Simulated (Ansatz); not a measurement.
# Rhodium, simple cubic under PBEsol: from relaxation to bulk modulus

What does PBEsol give for rhodium in the simple cubic structure? We relax it, solve it on a dense k-mesh, then scale the cell to 7 volumes from 88 to 112 % of the relaxed one and try a fit of the equation of state. Spin polarisation is left out. The k-meshes are 13×13×13 for the relaxation; 20×20×20 for the dense run; 14×14×14 for the volumes.

This is Rh in the simple cubic structure; at room conditions it is fcc.

Method: DFT PBEsol, plane waves (420 eV) with PAW, scalar-relativistic; the PAW data stem from PBE, with regenerated cores, in Ansatz 0.2.0.

### Step 1. The starting structure

Symmetry: Pm-3m, No. 221, cubic system. Conventional cell: a = 2.458 Å, b = 2.458 Å, c = 2.458 Å, α = 90.00°, β = 90.00°, γ = 90.00°. Rh (site symmetry m-3m) has 6 Rh at 2.46 Å as nearest neighbours.

Coordinates:

```xyz
1
Lattice="2.4581 0.0000 0.0000 0.0000 2.4581 0.0000 0.0000 0.0000 2.4581" Properties=species:S:1:pos:R:3 pbc="T T T"
Rh    0.0000    0.0000    0.0000
```

### Step 2. Relaxation of the cell

Contents of input.yaml:

```yaml
crystal:
  lattice:
    - [2.4580591709, 0.0, 0.0]
    - [0.0, 2.4580591709, 0.0]
    - [0.0, 0.0, 2.4580591709]
  atoms:
    - { symbol: Rh, position: [0.0, 0.0, 0.0] }
hamiltonian:
  xc: pbesol
  pseudopotentials:
    kind: paw
    azcp:
      Rh: "pseudopotentials/Rh.paw.azcp"
basis:
  ecutwfc: 420
  fft_grid_basis: typed
kpoints:
  mp_grid: { grid: [13, 13, 13], shift: [0, 0, 0] }
magnetization:
  spin_polarized: false
scf:
  occupations: { method: fermi_dirac, width: 0.1 }
relax:
  max_steps: 60
  f_tol: 0.01
  cell: {}
```

Started as:

```console
$ ansatz run input.yaml --threads 2 --pin off --max-ram 5120MiB --backend cpu --events-out ev --progress --plain --runs-dir out
```

The log of the run:

```text
Warning: <dir> the record states the generating functional pbe (its physics header spells it `PBE`), which answers neither for hamiltonian.xc's functional nor for the pbesol family's — results may be inconsistent (PPs are generated against a specific XC)
Warning: RAYON_NUM_THREADS=2 ignored (pool sized by the plan → 2); use --threads N
Engine: ansatz 0.2.0, aarch64-unknown-linux-gnu
Pseudopotentials: kind: paw
Pseudopotential: Rh, paw, valence charge 17, recommended cutoff 420 eV (normal), <dir>
Functional definition: PBEsol
  exchange = pbesol_x
  correlation = pbesol_c
Crystal: 1 atoms, lattice volume = 14.852 Å³
Basis set: ecut = 420 eV, 257 PW (Γ), exchange–correlation on 36×36×36 points (8 copies of the dense FFT grid, shifted against one another)
Bands: 13, of which v1, the nominal top of the filled ones, is band 9 counted from 1 (8 counted from 0)
Symmetry: 48 space group operations
Space group: Pm-3m (ITA 221), of the structure as read, at distance tolerance 2.5e-5 Å
k-points: 84 of 2197
Non-local potential: Rh, projectors of the file, l = 0: 3, l = 1: 2, l = 2: 2, l = 3: 1
PAW form: soft (Blöchl's): semilocal exchange-correlation on the pseudo side does not see the compensation charge
PAW frozen core: Rh, regenerated for the run's functional, and the local potential with it (the file was generated under x = pbe(κ = 0.804, μ = 0.2195149727645171), c = pbe(β = 0.06672455060314922))
PAW one-centre angular grid: Rh, 590 points (default); XC on 64 Gauss nodes
Initial density: superposition of atomic densities (neutral atoms: chi_scale 0, normalization atom), corrected by the library's trained network
Initial wavefunctions: pseudopotential atomic-orbital guess
Functional: x = pbesol(κ = 0.804, μ = 0.12345679012345678), c = pbesol(β = 0.046)
SCF iter   1: F=—  HF=-6337.854441 eV  |F-HF|=—  |Δ(HF+E_count)|=         —  Δρ=9.48e-3  dr2=6.20e-3  ethr=1.77e-3  ⟨swp⟩=4.8  Hψ=5964  notcnv=0
preconditioner: auto → none  [metal: Δε(μ)=0.005 eV  Ē_g=13.573 eV  σ=0.100 eV  W_gap=0.01  n_scr=6 (ndim 8)  ℏωp=28.9 eV  f_vac=0.000  D(μ)=1.55/eV (n_scr^D=18)  sad-step TF]
SCF iter   2: F=—  HF=-6337.852892 eV  |F-HF|=—  |Δ(HF+E_count)|=   1.55e-3  Δρ=3.86e-3  dr2=6.50e-4  ethr=3.65e-5  ⟨swp⟩=2.0  Hψ=2060  notcnv=0
SCF iter   3: F=—  HF=-6337.852826 eV  |F-HF|=—  |Δ(HF+E_count)|=   6.64e-5  Δρ=8.14e-4  dr2=2.30e-5  ethr=3.83e-6  ⟨swp⟩=2.4  Hψ=1590  notcnv=0
SCF iter   4: F=—  HF=-6337.852862 eV  |F-HF|=—  |Δ(HF+E_count)|=   3.57e-5  Δρ=8.05e-5  dr2=2.45e-7  ethr=1.35e-7  ⟨swp⟩=2.4  Hψ=1482  notcnv=0
iter 5 did not close the SCF: its close was put off for the readings that it lacked (scf_convergence_deferred on its scf_iter line)
SCF iter   5: F=-6337.852862 eV  HF=-6337.852862 eV  |F-HF|=2.71e-10  |Δ(HF+E_count)|=   1.53e-7  Δρ=1.77e-6  dr2=1.04e-10  ethr=1.44e-9  ⟨swp⟩=2.2  Hψ=1707  notcnv=0
SCF iter   6: F=-6337.852862 eV  HF=-6337.852862 eV  |F-HF|=6.82e-11  |Δ(HF+E_count)|=  3.89e-10  Δρ=1.06e-6  dr2=1.12e-10  ethr=1.00e-12  ⟨swp⟩=1.0  Hψ=3284  notcnv=0
SCF 1 converged in 6 iterations: F = -6337.852862 eV  dr2 = 1.12e-10
relax step   1: F+E_penalty+E_count = -6337.85286173 eV  Δ(F+E_penalty+E_count) = +0.000e0 eV  max|allowed force component| = 0.000e0 eV/Å  Δτ_max = 0.0000 Å  P = +12.448 GPa  Ω = 14.852 Å³  (6 SCF iters, dr2 threshold 1.00e-7 eV, accepted)
Crystal: 1 atoms, lattice volume = 15.925 Å³
Basis set: ecut = 420 eV, 305 PW (Γ), exchange–correlation on 36×36×36 points (8 copies of the dense FFT grid, shifted against one another)
Initial density: handed on by an earlier stage of this run
Initial wavefunctions: those handed on with the density
iter 1 solved again at ethr=1.32e-5 eV; its pass at ethr=3.10e-3 eV (dr2=2.25e-3 eV) is discarded
SCF iter   1: F=—  HF=-6337.878507 eV  |F-HF|=—  |Δ(HF+E_count)|=         —  Δρ=3.95e-3  dr2=2.28e-3  ethr=1.32e-5  ⟨swp⟩=1.1  Hψ=7659  notcnv=0
preconditioner: auto → none  [metal: Δε(μ)=0.012 eV  Ē_g=12.908 eV  σ=0.100 eV  W_gap=0.03  n_scr=6 (ndim 8)  ℏωp=27.9 eV  f_vac=0.000  D(μ)=1.72/eV (n_scr^D=26)]
SCF iter   2: F=—  HF=-6337.878166 eV  |F-HF|=—  |Δ(HF+E_count)|=   3.41e-4  Δρ=2.22e-3  dr2=3.79e-4  ethr=1.32e-5  ⟨swp⟩=2.0  Hψ=1476  notcnv=0
SCF iter   3: F=—  HF=-6337.878107 eV  |F-HF|=—  |Δ(HF+E_count)|=   5.91e-5  Δρ=9.00e-4  dr2=3.96e-5  ethr=2.23e-6  ⟨swp⟩=2.4  Hψ=1558  notcnv=0
SCF iter   4: F=—  HF=-6337.878147 eV  |F-HF|=—  |Δ(HF+E_count)|=   4.00e-5  Δρ=8.01e-5  dr2=2.80e-7  ethr=2.33e-7  ⟨swp⟩=1.5  Hψ=1281  notcnv=0
SCF iter   5: F=-6337.878147 eV  HF=-6337.878147 eV  |F-HF|=4.81e-10  |Δ(HF+E_count)|=   4.42e-7  Δρ=4.24e-6  dr2=9.59e-10  ethr=5.88e-10  ⟨swp⟩=4.0  Hψ=3521  notcnv=0
SCF 2 converged in 5 iterations: F = -6337.878147 eV  dr2 = 9.59e-10
relax step   2: F+E_penalty+E_count = -6337.87814711 eV  Δ(F+E_penalty+E_count) = -2.529e-2 eV  max|allowed force component| = 0.000e0 eV/Å  Δτ_max = 0.0000 Å  P = -3.634 GPa  Ω = 15.925 Å³  energy of the carried Pulay correction = -5.603e-4 eV  (5 SCF iters, dr2 threshold 1.00e-7 eV, accepted)
Crystal: 1 atoms, lattice volume = 15.669 Å³
iter 1 solved again at ethr=9.92e-7 eV; its pass at ethr=3.10e-3 eV (dr2=1.69e-4 eV) is discarded
SCF iter   1: F=—  HF=-6337.881535 eV  |F-HF|=—  |Δ(HF+E_count)|=         —  Δρ=9.99e-4  dr2=1.47e-4  ethr=9.92e-7  ⟨swp⟩=1.7  Hψ=7382  notcnv=0
preconditioner: auto → none  [metal: Δε(μ)=0.012 eV  Ē_g=13.049 eV  σ=0.100 eV  W_gap=0.03  n_scr=6 (ndim 8)  ℏωp=28.1 eV  f_vac=0.000  D(μ)=1.68/eV (n_scr^D=26)]
SCF iter   2: F=—  HF=-6337.881509 eV  |F-HF|=—  |Δ(HF+E_count)|=   2.52e-5  Δρ=5.40e-4  dr2=2.27e-5  ethr=8.64e-7  ⟨swp⟩=2.1  Hψ=1497  notcnv=0
SCF iter   3: F=—  HF=-6337.881519 eV  |F-HF|=—  |Δ(HF+E_count)|=   9.89e-6  Δρ=2.14e-4  dr2=2.16e-6  ethr=1.33e-7  ⟨swp⟩=2.3  Hψ=1575  notcnv=0
SCF iter   4: F=-6337.881520 eV  HF=-6337.881520 eV  |F-HF|=1.49e-8  |Δ(HF+E_count)|=   1.13e-6  Δρ=1.68e-5  dr2=1.24e-8  ethr=5.88e-10  ⟨swp⟩=3.0  Hψ=4023  notcnv=0
SCF 3 converged in 4 iterations: F = -6337.881520 eV  dr2 = 1.24e-8
relax step   3: F+E_penalty+E_count = -6337.88152039 eV  Δ(F+E_penalty+E_count) = -3.373e-3 eV  max|allowed force component| = 0.000e0 eV/Å  Δτ_max = 0.0000 Å  P = -0.376 GPa  Ω = 15.669 Å³  energy of the carried Pulay correction = -4.303e-4 eV  (4 SCF iters, dr2 threshold 1.00e-7 eV, accepted)
Crystal: 1 atoms, lattice volume = 15.640 Å³
iter 1 solved again at ethr=9.23e-9 eV; its pass at ethr=3.10e-3 eV (dr2=1.57e-6 eV) is discarded
SCF iter   1: F=—  HF=-6337.881552 eV  |F-HF|=—  |Δ(HF+E_count)|=         —  Δρ=1.17e-4  dr2=1.75e-6  ethr=9.23e-9  ⟨swp⟩=2.0  Hψ=7053  notcnv=0
preconditioner: auto → none  [metal: Δε(μ)=0.012 eV  Ē_g=13.071 eV  σ=0.100 eV  W_gap=0.03  n_scr=6 (ndim 8)  ℏωp=28.2 eV  f_vac=0.000  D(μ)=1.67/eV (n_scr^D=26)]
SCF iter   2: F=—  HF=-6337.881568 eV  |F-HF|=—  |Δ(HF+E_count)|=   1.57e-5  Δρ=6.54e-5  dr2=2.96e-7  ethr=9.23e-9  ⟨swp⟩=2.1  Hψ=1530  notcnv=0
SCF iter   3: F=-6337.881568 eV  HF=-6337.881568 eV  |F-HF|=2.68e-8  |Δ(HF+E_count)|=   2.49e-8  Δρ=2.81e-5  dr2=3.53e-8  ethr=5.88e-10  ⟨swp⟩=4.0  Hψ=3344  notcnv=0
SCF 4 converged in 3 iterations: F = -6337.881568 eV  dr2 = 3.53e-8
relax step   4: F+E_penalty+E_count = -6337.88156808 eV  Δ(F+E_penalty+E_count) = -4.770e-5 eV  max|allowed force component| = 0.000e0 eV/Å  Δτ_max = 0.0000 Å  P = +0.014 GPa  Ω = 15.640 Å³  energy of the carried Pulay correction = -4.154e-4 eV  (3 SCF iters, dr2 threshold 1.00e-7 eV, accepted)
Initial wavefunctions: pseudopotential atomic-orbital guess (no wavefunctions were taken with the density)
iter 1 solved again at ethr=2.14e-8 eV; its pass at ethr=3.10e-3 eV (dr2=3.64e-6 eV) is discarded
SCF iter   1: F=—  HF=-6337.881856 eV  |F-HF|=—  |Δ(HF+E_count)|=         —  Δρ=6.91e-4  dr2=1.72e-6  ethr=2.14e-8  ⟨swp⟩=3.0  Hψ=8955  notcnv=0
SCF iter   2: F=—  HF=-6337.881928 eV  |F-HF|=—  |Δ(HF+E_count)|=   7.14e-5  Δρ=3.45e-4  dr2=4.24e-7  ethr=1.01e-8  ⟨swp⟩=1.0  Hψ=1092  notcnv=0
SCF iter   3: F=—  HF=-6337.881943 eV  |F-HF|=—  |Δ(HF+E_count)|=   1.52e-5  Δρ=3.19e-5  dr2=1.05e-7  ethr=2.49e-9  ⟨swp⟩=2.0  Hψ=1440  notcnv=0
SCF iter   4: F=—  HF=-6337.881943 eV  |F-HF|=—  |Δ(HF+E_count)|=   7.90e-9  Δρ=1.95e-6  dr2=2.19e-10  ethr=6.17e-10  ⟨swp⟩=2.3  Hψ=1583  notcnv=0
SCF iter   5: F=-6337.881943 eV  HF=-6337.881943 eV  |F-HF|=9.09e-13  |Δ(HF+E_count)|=  1.00e-11  Δρ=4.41e-7  dr2=6.02e-12  ethr=1.00e-12  ⟨swp⟩=3.7  Hψ=4894  notcnv=0
SCF 5 converged in 5 iterations: F = -6337.881943 eV  dr2 = 6.02e-12
relax step   5: F+E_penalty+E_count = -6337.88194302 eV  Δ(F+E_penalty+E_count) = -3.749e-4 eV  max|allowed force component| = 0.000e0 eV/Å  Δτ_max = 0.0000 Å  P = +0.003 GPa  Ω = 15.640 Å³  stress off target by 3.27e-3 GPa  SCF on the basis re-selected at this cell (its energy is not comparable with the rows above)  (5 SCF iters)
basis re-selected at this cell: Δ(F+E_penalty+E_count) = -3.749e-4 eV, ΔP = -0.011 GPa vs the last step (what re-selecting the basis moved, of the pressure what is left beyond the Pulay correction that the steps carried, after the strain that the cell walked since its last selection, with what the two solves' SCF thresholds leave and, on support functions, any second-order correction that the steps lacked; it is no measure of the basis error at this ecutwfc). This SCF's stress stands 3.27e-3 GPa from its target on what of the cell is left free (relax.cell.stress_tol is 5.00e-2 GPa) and its largest allowed force component is 0.00e0 eV/Å (relax.f_tol is 1.00e-2 eV/Å): within both
SCF converged after 5 iterations
Free energy (F): -6337.881943 eV
Harris-Foulkes:  -6337.881943 eV  (|F-HF|=9.09e-13)
Internal energy: -6337.826007 eV  (E = F + TS)
E sigma→0 (E₀):  -6337.853975 eV
Entropy (-TS):   -0.055936 eV (-55.936 meV/atom)
Fermi energy:    18.887510 eV
--- Per-component energies (eV) ---
  E_band       = -138.651607
  E_kinetic    = 573.761450
  E_local      = -1809.931184  (includes V_loc(G=0)·N_el)
  E_nonlocal   = 359.248514
  E_hartree    = 644.271075
  E_xc         = -219.714821
  E_vxc        = -276.780369  (∫ρ·V_xc dr)
  E_paw        = -3525.010185  (= ΣΔE_a)
  E_vpaw       = -273.493001  (= ΣTr[D̂ρ^β])
  E_aug_tail   = 0.000848  (compensation charges beyond the density's cutoff)
  E_ewald      = -2360.727903
  E_core_change = 0.276200  (= ΣΔE_core)
  E_smearing   = -0.055936  (= −TS)
  E_closure    = -0.000000  (closes the sum)
  Σ components = -6337.881943   (vs F -6337.881943, Δ=0.00e0)
--- Forces (eV/Å), atoms counted from 1 ---
  atom   1  Rh     0.00000000     0.00000000     0.00000000
  max |Σ_I F_I| component: 2.05e-33 eV/Å
--- Stress (GPa, compression-positive) ---
        0.003273       0.000000      -0.000000
        0.000000       0.003273      -0.000000
       -0.000000      -0.000000       0.003273
  P = ⅓ Tr σ = 0.0033 GPa (0.033 kbar)
--- Relaxed structure (4 steps of the walk, 4 accepted, 1 SCFs on fresh bases) ---
  F+E_penalty+E_count = -6337.88194302 eV   max|allowed force component| = 0.000e0 eV/Å   (the final SCF, on the basis selected at the relaxed cell)
  cell:  # Å, volume = 15.6400 Å³
    - [2.500797842281003, 1.283953296258158e-34, 0.0]
    - [1.283953296258158e-34, 2.500797842281003, 1.0271626370065257e-33]
    - [-1.2839532962581572e-34, 1.0271626370065257e-33, 2.500797842281003]
  atoms:
    - { symbol: Rh, position: [0.0, 0.0, 0.0] }
```

It took 2.5 s on 2 threads of Arm Neoverse V2, shared host; peak memory 0.27 GiB.

The walk, from the log:

```
step  energy change (meV/atom)  largest force (eV/Å)  pressure (GPa)  volume (Å³/atom)
   1                      0.00                0.0000           12.45            14.852
   2                    -25.29                0.0000           -3.63            15.925
   3                    -28.66                0.0000           -0.38            15.669
   4                    -28.71                0.0000            0.01            15.640
   5                    -29.08                0.0000            0.00            15.640
```

Steps that repeat a cell are solved on a basis chosen anew, so their changes of energy are no gain of the relaxation.

The cell of the run, before and after:

|  | before | after | change |
| --- | --- | --- | --- |
| a (Å) | 2.458 | 2.501 | +1.7 % |
| b (Å) | 2.458 | 2.501 | +1.7 % |
| c (Å) | 2.458 | 2.501 | +1.7 % |
| volume (Å³/atom) | 14.852 | 15.640 | +5.3 % |
| shortest distance (Å) | 2.458 | 2.501 | +1.7 % |
| space group (spins left aside) | Pm-3m | Pm-3m | same |

### Step 3. Single point on a dense mesh

Contents of input.yaml:

```yaml
crystal:
  lattice:
    - [2.5007978423, 0.0, 0.0]
    - [0.0, 2.5007978423, 0.0]
    - [0.0, 0.0, 2.5007978423]
  atoms:
    - { symbol: Rh, position: [0.0, 0.0, 0.0] }
hamiltonian:
  xc: pbesol
  pseudopotentials:
    kind: paw
    azcp:
      Rh: "pseudopotentials/Rh.paw.azcp"
basis:
  ecutwfc: 420
  fft_grid_basis: typed
kpoints:
  mp_grid: { grid: [20, 20, 20], shift: [0, 0, 0] }
magnetization:
  spin_polarized: false
scf:
  occupations: { method: fermi_dirac, width: 0.1 }
output:
  write_density: true
  write_potential: true
  elf: true
  volumetric_format: npy
```

Started as:

```console
$ ansatz run input.yaml --threads 2 --pin off --max-ram 5120MiB --backend cpu --events-out ev --progress --plain --runs-dir out
```

The log of the run, shortened:

```text
Warning: <dir> the record states the generating functional pbe (its physics header spells it `PBE`), which answers neither for hamiltonian.xc's functional nor for the pbesol family's — results may be inconsistent (PPs are generated against a specific XC)
Warning: RAYON_NUM_THREADS=2 ignored (pool sized by the plan → 2); use --threads N
[...]
[... 3 set-up lines as earlier in the session ...]
[...]
Crystal: 1 atoms, lattice volume = 15.640 Å³
Basis set: ecut = 420 eV, 305 PW (Γ)
Bands: 13, of which v1, the nominal top of the filled ones, is band 9 counted from 1 (8 counted from 0)
[... 2 set-up lines as earlier in the session ...]
k-points: 286 of 8000
[...]
SCF iter   1: F=—  HF=-6337.884541 eV  |F-HF|=—  |Δ(HF+E_count)|=         —  Δρ=6.55e-3  dr2=5.09e-3  ethr=1.77e-3  ⟨swp⟩=4.8  Hψ=20140  notcnv=0
[...]
SCF iter   6: F=-6337.883413 eV  HF=-6337.883413 eV  |F-HF|=3.28e-10  |Δ(HF+E_count)|=   2.49e-9  Δρ=2.01e-6  dr2=5.30e-10  ethr=1.39e-10  ⟨swp⟩=1.0  Hψ=9816  notcnv=0
[...]
SCF converged after 6 iterations
Free energy (F): -6337.883413 eV
[...]
E sigma→0 (E₀):  -6337.856026 eV
Entropy (-TS):   -0.054774 eV (-54.774 meV/atom)
Fermi energy:    18.910760 eV
[...]
--- Band table (eV; the first three rows and the last of 286) ---
  k-point 0: bands = ["-59.5961", "-27.0804", "-27.0804", "-27.0804", "11.8240", "13.5074", "13.5074", "19.7357", "19.7357", "19.7357", "35.8499", "35.8499", "35.8499"]
[...]
```

Run time: 1.7 s. Hardware: 2 threads of Arm Neoverse V2, shared host; peak memory 0.31 GiB.

Density in a lattice plane of the grid's cell (edges 2.50 and 2.50 Å, at 0.000 of the third edge), which holds Rh.

Values in e/Å³, 12 rows by 12 columns:
```
13.18 11.56  7.77  3.98  1.56  0.66  0.49  0.66  1.56  3.98  7.77 11.56
 8.82  7.77  5.24  2.63  1.05  0.52  0.40  0.52  1.05  2.63  5.24  7.77
 4.56  3.98  2.63  1.32  0.62  0.37  0.31  0.37  0.62  1.32  2.63  3.98
 1.80  1.56  1.05  0.62  0.38  0.27  0.23  0.27  0.38  0.62  1.05  1.56
 0.72  0.66  0.52  0.37  0.27  0.21  0.19  0.21  0.27  0.37  0.52  0.66
 0.53  0.49  0.40  0.31  0.23  0.19  0.17  0.19  0.23  0.31  0.40  0.49
 0.72  0.66  0.52  0.37  0.27  0.21  0.19  0.21  0.27  0.37  0.52  0.66
 1.80  1.56  1.05  0.62  0.38  0.27  0.23  0.27  0.38  0.62  1.05  1.56
 4.56  3.98  2.63  1.32  0.62  0.37  0.31  0.37  0.62  1.32  2.63  3.98
 8.82  7.77  5.24  2.63  1.05  0.52  0.40  0.52  1.05  2.63  5.24  7.77
13.18 11.56  7.77  3.98  1.56  0.66  0.49  0.66  1.56  3.98  7.77 11.56
15.17 13.18  8.82  4.56  1.80  0.72  0.53  0.72  1.80  4.56  8.82 13.18
```
Columns run along the first of these edges and rows up along the second, over one cell in 12 and 12 even steps from the bottom left corner. Atoms in the plane (fractional): Rh at (0.00, 0.00).

ELF in the same plane.

Ten even steps from ' ' (0.20) to '@' (0.78):
```
@@@@@@@@@@%%**++--....      ....--++**%%@@@@@@@@
@@@@@@@@%%##**==--..          ..--==**##%%@@@@@@
@@@@@@%%%%##++==::..          ..::==++##%%%%@@@@
%%%%%%####++==--..              ..--==++####%%%%
####****++==--....              ....--==++****##
++======--::..                      ..::--======
::::::::....                          ....::::::
......                                      ....
                                                
                                                
                                                
......                                      ....
::::::::....                          ....::::::
++======--::..                      ..::--======
####****++==--....              ....--==++****##
%%%%%%####++==--..              ..--==++####%%%%
@@@@@@%%%%##++==::..          ..::==++##%%%%@@@@
@@@@@@@@%%##**==--..          ..--==**##%%@@@@@@
@@@@@@@@@@%%**++--....      ....--++**%%@@@@@@@@
@@@@@@@@@@%%##++--....      ....--++##%%@@@@@@@@
```
Columns run along the first of these edges and rows up along the second, over one cell in 24 and 20 even steps from the bottom left corner. Atoms in the plane (fractional): Rh at (0.00, 0.00).

Both are smooth fields of the valence electrons: close to the nuclei they are not physical.

### Step 4. The cell scaled to 88 % of its volume

Contents of input.yaml:

```yaml
crystal:
  lattice:
    - [2.396474488, 0.0, 0.0]
    - [0.0, 2.396474488, 0.0]
    - [0.0, 0.0, 2.396474488]
  atoms:
    - { symbol: Rh, position: [0.0, 0.0, 0.0] }
hamiltonian:
  xc: pbesol
  pseudopotentials:
    kind: paw
    azcp:
      Rh: "pseudopotentials/Rh.paw.azcp"
basis:
  ecutwfc: 420
  fft_grid_basis: typed
kpoints:
  mp_grid: { grid: [14, 14, 14], shift: [0, 0, 0] }
magnetization:
  spin_polarized: false
scf:
  occupations: { method: fermi_dirac, width: 0.1 }
  lower_state_search: "off"
output:
  stress: true
```

Started as:

```console
$ ansatz run input.yaml --threads 2 --pin off --max-ram 5120MiB --backend cpu --events-out ev --progress --plain --runs-dir out
```

The log of the run, shortened:

```text
Warning: <dir> the record states the generating functional pbe (its physics header spells it `PBE`), which answers neither for hamiltonian.xc's functional nor for the pbesol family's — results may be inconsistent (PPs are generated against a specific XC)
Warning: RAYON_NUM_THREADS=2 ignored (pool sized by the plan → 2); use --threads N
[...]
[... 3 set-up lines as earlier in the session ...]
[...]
Crystal: 1 atoms, lattice volume = 13.763 Å³
Basis set: ecut = 420 eV, 257 PW (Γ)
Bands: 13, of which v1, the nominal top of the filled ones, is band 9 counted from 1 (8 counted from 0)
[... 1 set-up line as earlier in the session ...]
Space group: Pm-3m (ITA 221), of the structure as read, at distance tolerance 2.4e-5 Å
k-points: 120 of 2744
[...]
SCF iter   1: F=—  HF=-6337.702375 eV  |F-HF|=—  |Δ(HF+E_count)|=         —  Δρ=1.02e-2  dr2=6.97e-3  ethr=1.77e-3  ⟨swp⟩=4.9  Hψ=8624  notcnv=0
[...]
SCF iter   6: F=-6337.700348 eV  HF=-6337.700348 eV  |F-HF|=1.13e-10  |Δ(HF+E_count)|=  1.46e-10  Δρ=1.34e-6  dr2=1.81e-10  ethr=4.63e-12  ⟨swp⟩=1.0  Hψ=4644  notcnv=0
[...]
SCF converged after 6 iterations
Free energy (F): -6337.700348 eV
[...]
E sigma→0 (E₀):  -6337.679399 eV
Entropy (-TS):   -0.041898 eV (-41.898 meV/atom)
Fermi energy:    22.376263 eV
[...]
--- Stress (GPa, compression-positive) ---
       36.704699       0.000000       0.000000
        0.000000      36.704699       0.000000
        0.000000       0.000000      36.704699
  P = ⅓ Tr σ = 36.7047 GPa (367.047 kbar)
```

It took 1.2 s on 2 threads of Arm Neoverse V2, shared host; peak memory 0.26 GiB.

(Part 1 of 2 ends here.)
